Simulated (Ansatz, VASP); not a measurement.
**I: VASP and Ansatz over several settings**

```
I
1.0
     0.00000    2.31731    3.83003
     2.14749    0.00000    3.83003
     2.14749    2.31731    0.00000
I
1
Direct
  0.00000 0.00000 0.00000
```

Change from the starting cell: volume scaled by 0.94.

Single points on this cell with VASP 6.6.1 and Ansatz 0.2.0. Each row is one pair of runs. Alike in all rows: spin: off; k mesh: 9 × 9 × 9; smearing: fermi-dirac, width 0.05 eV; VASP's potentials, cutoff: VASP PAW PBE potentials, release 64 (I), 520 eV.

| level | Ansatz's potentials, cutoff | gap on the k mesh at the Fermi level (eV), VASP | gap on the k mesh at the Fermi level (eV), Ansatz | pressure (GPa), VASP | pressure (GPa), Ansatz | largest component of the traceless stress (GPa), VASP | largest component of the traceless stress (GPa), Ansatz |
| --- | --- | --- | --- | --- | --- | --- | --- |
| PBE | Ansatz PAW, 420 eV | none | none | 2.3 | 2.4 | 1.23 | 1.28 |
| PBE | Ansatz PAW earlier set, 520 eV | none | none | 2.3 | 2.4 | 1.23 | 1.29 |
| PBE | Ansatz PAW earlier set, 620 eV | none | none | 2.3 | 2.4 | 1.23 | 1.29 |
| PBE | PseudoDojo stringent (PBE files), 1530 eV | none | none | 2.3 | 2.4 | 1.23 | 1.29 |
| PBE | Ansatz PAW polarizable, 420 eV | none | none | 2.3 | 2.4 | 1.23 | 1.28 |

Pressure (GPa): the two programs differ by at most 0.05; largest component of the traceless stress (GPa): the two programs differ by at most 0.056.

A gap of «none» marks a metal or a gap that the smearing closes.

Caveats: an odd number of electrons without spin polarisation forces a metal (some rows); a magnetic or distorted state may lie lower (some rows).
